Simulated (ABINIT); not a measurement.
Crystal: GaAs.

```xyz
2
Lattice="0.0000 2.8268 2.8268 2.8268 0.0000 2.8268 2.8268 2.8268 0.0000" Properties=species:S:1:pos:R:3 pbc="T T T"
As    4.2403    4.2403    4.2403
Ga    0.0000    0.0000    0.0000
```

Program: ABINIT 10.8.3 (patched build). Alike in all runs: task band structure; cell as given; k mesh 8 × 8 × 8; cutoff (eV) 463; smearing fermi-dirac 0.05 eV.

Order these runs on this cell by their pressure, lowest first.
A. level PBEsol; potentials or basis JTH PAW PBE v2.0 sp; spin off
B. level LDA-Teter; potentials or basis JTH PAW LDA v2.0 sp; spin off
C. level PBE; potentials or basis JTH PAW PBE v2.0 sp; spin SOC, no magnetisation

B (-1.8 GPa), A (0.3 GPa), C (3.4 GPa).

Caveats: this set keeps more shells in the core, which shifts pressures and gaps; the PAW data sets were made with another functional, which shifts forces and pressure a little (some runs).
